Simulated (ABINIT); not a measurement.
# CdS in ABINIT: convergence with k mesh

The system is CdS.

```
Cd S
1.0
     0.00000    2.75324    2.75324
     2.75324    0.00000    2.75324
     2.75324    2.75324    0.00000
Cd S
1 1
Direct
  0.00000 0.00000 0.00000
  0.50000 0.50000 0.50000
```

Measurements of this composition are mostly on another form, of space group No. 186.

```yaml
Program: ABINIT 10.8.3 (patched build)
Task: single point
Functional: PBE
Potentials_or_basis: PseudoDojo NC SR PBE v0.5 standard
Cutoff: 1388 eV
k_mesh: 2 × 2 × 2
Occupations: gaussian, width 0.05 eV
Spin: no spin polarisation
```

These are the settings of the first run; the series varies k mesh, with any setting tied to it.

Hardware: 1 thread of Arm Neoverse V1, with other jobs on the host.

Problem. The values tried are 2 × 2 × 2, 4 × 4 × 4, 5 × 5 × 5, 6 × 6 × 6, 7 × 7 × 7, 8 × 8 × 8, 10 × 10 × 10, 12 × 12 × 12, loosest first. From which on does the gap on the mesh stay within 0.01 eV of the tightest run that finished?

Solution. From 8 × 8 × 8 on.

```
      k mesh  energy less the tightest run, at zero smearing (meV/atom)  pressure (GPa)  gap on the mesh (eV)  SCF cycles  CPU time (s)  peak memory (GiB)
   2 × 2 × 2                                                     878.58            6.28                     -          20            10               0.09
   4 × 4 × 4                                                      38.61           -0.12                 0.217          14            26               0.09
   5 × 5 × 5                                                      10.74           -0.36                 0.755          14            37                0.1
   6 × 6 × 6                                                       3.46           -0.44                 0.257          14            56                0.1
   7 × 7 × 7                                                       1.21           -0.46                 0.521          12            65               0.11
   8 × 8 × 8                                                       0.43           -0.46                 0.262          14           100               0.12
10 × 10 × 10                                                       0.06           -0.47                 0.258          12           160               0.14
12 × 12 × 12                                                       0.00           -0.46                 0.260          12           240               0.18
```

Against the tightest run, the energy stays within 1 meV/atom from 8 × 8 × 8 on; the pressure stays within 0.1 GPa from 6 × 6 × 6 on. Meshes of other sizes hit other points, so gaps and Fermi surfaces needn't settle smoothly. The tightest run that finished is the yardstick and may itself not be fully converged.
